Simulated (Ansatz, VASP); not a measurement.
# Cross-check of Zn36NO35 (N on an O site in ZnO) between VASP and Ansatz, part 2 of 2

Wanted: the spread between two codes on one cell, functional and k mesh. The cell is taken from a series of runs on this material, whose earlier steps may have relaxed, scaled, displaced or heated it; both programs get it as it stands.

VASP 6.6.1 and Ansatz 0.2.0.

So far: Set-up; Ansatz: single point, PBEsol.

### Step 3. VASP: single point, PBEsol

Level of this step: PBEsol, spin-polarised from a ferromagnetic start; plane waves and PAW (Zn, O, N) (VASP).

The same cell, functional, mesh and smearing now go to VASP, with its own data sets.

Lines of VASP's logs that name or quote its potential files are left out, and so is its time.

Contents of INCAR:

```
SYSTEM = Zn36NO35
PREC = Accurate
ENCUT = 520
EDIFF = 1E-06
NELM = 200
ISMEAR = -1
SIGMA = 0.01
LREAL = Auto
ALGO = Normal
GGA = PS
NBANDS = 376
ISPIN = 2
MAGMOM = 0 0 0 0 0 0 0 0.04 0 0 0 0 0 0 0 0.01 0.03 0 0 0.04 0 0 0 0.04 0 0 0 0.01 0 0 0 0.01 0 0 0 0 0 0.03 0 0 0.01 0.03 0.02 0 0 0.01 0 0 0.01 0.03 0.01 0 0.03 0.01 0 0.01 0.03 0.02 0 0.01 0.01 0.01 0 0.01 0.03 0.01 0 0 0.03 0 0 0.28
LORBIT = 11
LWAVE = .FALSE.
LCHARG = .FALSE.
ISIF = 2
ISYM = 0
NUPDOWN = 1
LASPH = .TRUE.
GGA_COMPAT = .FALSE.
KPAR = 4
```

Contents of POSCAR:

```
Zn36NO35
1.0
    9.6902224458      0.0000000000      0.0000000000
   -4.8451112229      8.3919788064      0.0000000000
    0.0000000000      0.0000000000     10.4281982789
Zn O N
36 35 1
Direct
    0.1104779714      0.2231156545      0.2498288452
    0.2217791849      0.1103164324      0.0012252480
    0.1111056548      0.2216037586      0.7498258728
    0.2220987550      0.1099161535      0.4999228096
    0.1105730289      0.5548774951      0.2505249071
    0.2220915779      0.4439506781      0.9981828880
    0.1116217426      0.5553191939      0.7493353510
    0.2263887452      0.4406420297      0.4970833291
    0.1108055616      0.8888773436      0.2506650883
    0.2226213159      0.7770728646      0.0006255307
    0.1114011719      0.8882742665      0.7505058055
    0.2240222903      0.7756788101      0.4994894144
    0.4443135255      0.2244534567      0.2513504325
    0.5552060179      0.1104389926      0.0012129185
    0.4434832354      0.2206410667      0.7520562111
    0.5554663512      0.1105753183      0.5008863824
    0.4412899500      0.5581047006      0.2545728330
    0.5544697987      0.4450389042      0.0002910011
    0.4442987522      0.5556970847      0.7478120321
    0.5525514772      0.4463520645      0.5047344531
    0.4447911916      0.8890308362      0.2504246786
    0.5556592217      0.7775373711      0.9981316452
    0.4446078664      0.8882707814      0.7492639242
    0.5587523953      0.7731312851      0.4969075259
    0.7771954192      0.2224337973      0.2502891515
    0.8888814712      0.1107412592      0.9998758410
    0.7773592041      0.2225745745      0.7512249563
    0.8879072365      0.1117218485      0.5014277696
    0.7751546160      0.5553869570      0.2513885766
    0.8891745117      0.4444132264      0.0012581980
    0.7790124201      0.5563653293      0.7520963978
    0.8888306494      0.4441719976      0.5009200492
    0.7763670530      0.8890849516      0.2498358254
    0.8892638263      0.7778344326      0.0012707874
    0.7781238032      0.8887875769      0.7497901606
    0.8894271514      0.7774667611      0.4999510431
    0.2218170637      0.1113294292      0.1908577283
    0.1078932796      0.2179301510      0.4394980122
    0.2221837541      0.1103009177      0.6897588060
    0.1109200272      0.2211128996      0.9391718289
    0.2200430362      0.4440446373      0.1865098863
    0.1112107057      0.5524443086      0.4405442581
    0.2211548924      0.4431012089      0.6884983818
    0.1104421517      0.5553476254      0.9389114283
    0.2220050545      0.7775411288      0.1903883527
    0.1122679864      0.8870161977      0.4403457417
    0.2224528857      0.7773465421      0.6891636454
    0.1112269175      0.8882817771      0.9402422354
    0.5544653930      0.1121980434      0.1909553989
    0.4453437496      0.2230891045      0.4411579884
    0.5555845511      0.1110558303      0.6901093121
    0.4442049293      0.2221029230      0.9415880585
    0.5531033676      0.4467137873      0.1902268825
    0.5569638850      0.4428310963      0.6937059293
    0.4440350045      0.5554886135      0.9375606699
    0.5555473488      0.7794184262      0.1864713504
    0.4470025404      0.8884171484      0.4403661517
    0.5567851504      0.7786877640      0.6885387156
    0.4441753467      0.8891123500      0.9388856107
    0.8880309394      0.1116126304      0.1893223899
    0.7772051956      0.2225956545      0.4399765792
    0.8884429276      0.1115262162      0.6906275860
    0.7774620369      0.2222600798      0.9406731818
    0.8875105651      0.4453400102      0.1909858627
    0.7761432646      0.5541736711      0.4412127389
    0.8889189265      0.4445029447      0.6901647915
    0.7775465738      0.5553547079      0.9416434359
    0.8883331776      0.7778599420      0.1908881605
    0.7816436241      0.8917892744      0.4394798172
    0.8893828583      0.7775541560      0.6897735575
    0.7785567866      0.8887020747      0.9391875038
    0.4447880214      0.5548766640      0.4396946966
```

Contents of KPOINTS:

```
Points of the shifted mesh
8
Reciprocal
 0.2500000000  0.2500000000  0.2500000000 1
 0.2500000000  0.2500000000  0.7500000000 1
 0.2500000000  0.7500000000  0.2500000000 1
 0.2500000000  0.7500000000  0.7500000000 1
 0.7500000000  0.2500000000  0.2500000000 1
 0.7500000000  0.2500000000  0.7500000000 1
 0.7500000000  0.7500000000  0.2500000000 1
 0.7500000000  0.7500000000  0.7500000000 1
```

Potentials, in the order of the species: Zn, O and N (PBE family, release 64).

Launch:

```
$ mpirun -np 8 vasp_std
```

Numbers of over 12 decimals in the logs are rounded to 6 here.

The log of the run:

```text
[banner, memory and clock lines left out]
running    8 mpi-ranks, on    1 nodes
[...]
|                                                                             |
|           W    W    AA    RRRRR   N    N  II  N    N   GGGG   !!!           |
|           W    W   A  A   R    R  NN   N  II  NN   N  G    G  !!!           |
|           W    W  A    A  R    R  N N  N  II  N N  N  G       !!!           |
|           W WW W  AAAAAA  RRRRR   N  N N  II  N  N N  G  GGG   !            |
|           WW  WW  A    A  R   R   N   NN  II  N   NN  G    G                |
|           W    W  A    A  R    R  N    N  II  N    N   GGGG   !!!           |
|                                                                             |
|     For optimal performance we recommend to set                             |
|       NCORE = 2 up to number-of-cores-per-socket                            |
|     NCORE specifies how many cores store one orbital (NPAR=cpu/NCORE).      |
|     This setting can greatly improve the performance of VASP for DFT.       |
[...]
|                                                                             |
|     You enforced a specific xc type in the INCAR file but a different       |
|     [... a line on the potential file left out ...]
|     I HOPE YOU KNOW WHAT YOU ARE DOING!                                     |
|                                                                             |

 LDA part: xc-table for (Slater+PW92), standard interpolation
 POSCAR, INCAR and KPOINTS ok, starting setup
[...]
entering main loop
       N       E                     dE             d eps       ncg     rms          rms(c)
DAV:   1     0.969964596199E+04    0.96996E+04   -0.27339E+05 12032   0.252E+03
DAV:   2     0.206749146068E+04   -0.76322E+04   -0.73290E+04 12032   0.712E+02
DAV:   3    -0.776544126697E+02   -0.21451E+04   -0.20321E+04 12248   0.293E+02
DAV:   4    -0.386489723355E+03   -0.30884E+03   -0.30301E+03 13352   0.116E+02
[...]
DAV:  18    -0.348347382896E+03    0.30103E-05   -0.27794E-05 16688   0.321E-02    0.152E-02
DAV:  19    -0.348347384887E+03   -0.19908E-05   -0.19296E-05 15784   0.128E-02    0.102E-02
DAV:  20    -0.348347385229E+03   -0.34150E-06   -0.51767E-06 10864   0.182E-02
   1 F= -.34834739E+03 E0= -.34834447E+03  d E =-.582715E-02  mag=     1.0000
```

Parts of OUTCAR (step 3):

```text
  FREE ENERGIE OF THE ION-ELECTRON SYSTEM (eV)
  ---------------------------------------------------
  free  energy   TOTEN  =      -348.3473852286 eV

  energy  without entropy=     -348.3415580745  energy(sigma->0) =     -348.34447165

 magnetization (x)
# of ion       s       p       d       tot
------------------------------------------
    1       -0.000  -0.000   0.003   0.002
    2       -0.000  -0.000   0.001   0.000
    3       -0.000   0.000   0.003   0.003
    4       -0.001  -0.001   0.004   0.002
    5       -0.000  -0.000   0.002   0.002
    6       -0.000  -0.000   0.001   0.001
    7       -0.000   0.000   0.003   0.003
    8       -0.000   0.013   0.042   0.055
    9       -0.000  -0.000   0.001   0.001
   10       -0.000  -0.000   0.001   0.000
   11       -0.000   0.000   0.001   0.001
   12       -0.001  -0.001   0.003   0.002
   13       -0.001  -0.001   0.003   0.002
[...]
--------------------------------------------------
tot         -0.006   0.652   0.238   0.884

[... 1 further part left out ...]
```

The run ends at a pressure of 0.90 GPa, with forces up to 0.20 eV/Å.

### Step 4. Side by side

Known differences besides the potentials themselves: VASP starts from the moments at which Ansatz ended; the cutoff is 420 eV in Ansatz and 520 eV in VASP (PREC = Accurate, projectors in real space); Ansatz makes its cores anew for this functional, VASP keeps those of its PBE data sets; site moments are counted in spheres of each program's own size. Total energies have different zeros and are not compared.

Compared:

```
                             quantity  Ansatz  VASP  difference
total moment, fixed by the input (μB)    1.00  1.00        0.00
                   moment on N72 (μB)    0.28  0.26       +0.02
                   moment on Zn8 (μB)    0.04  0.06       -0.01
                  moment on Zn24 (μB)    0.04  0.05       -0.01
```

Forces on 7 of the 72 atoms, those with the largest forces and the largest differences (eV/Å; atoms numbered as in POSCAR):

```
atom         Ansatz x, y, z           VASP x, y, z
 Zn8   -0.060, 0.170, 0.072   -0.049, 0.180, 0.069
Zn17   0.047, -0.029, 0.090   0.044, -0.028, 0.103
Zn20  -0.076, 0.061, -0.160  -0.088, 0.068, -0.167
Zn24  -0.170, -0.036, 0.078  -0.174, -0.050, 0.076
 O50   0.010, -0.088, 0.017   0.013, -0.084, 0.018
 O53  0.054, -0.045, -0.115  0.048, -0.042, -0.120
 N72  0.072, -0.044, -0.026  0.074, -0.046, -0.027
```

The forces differ by 3.2 meV/Å r.m.s., which is 9.2 % of the r.m.s. force of 0.035 eV/Å (both taken over all components).

### Step 5. What came out

```
r.m.s. force difference (single point, PBEsol) : 3.2 meV/Å
```

What this shows: The r.m.s. force difference is 3.2 meV/Å (single point, PBEsol), within the 12 meV/Å picked in this series as the mark of a large difference. How closely two codes agree says nothing of how well the functional describes the real material.

[Lines on the potential files, build, host, timing and source positions are cut from VASP's logs without a mark.]

[Logs are printed without paths, hosts, clocks, repeated set-up lines and the standing remarks that a program may print on its own settings, such as how far it seeks lower states.]

[Hosts, paths, dates, database ids (printed as entryN), source tags and the programs' standing remarks are cut or masked in the printed files.]
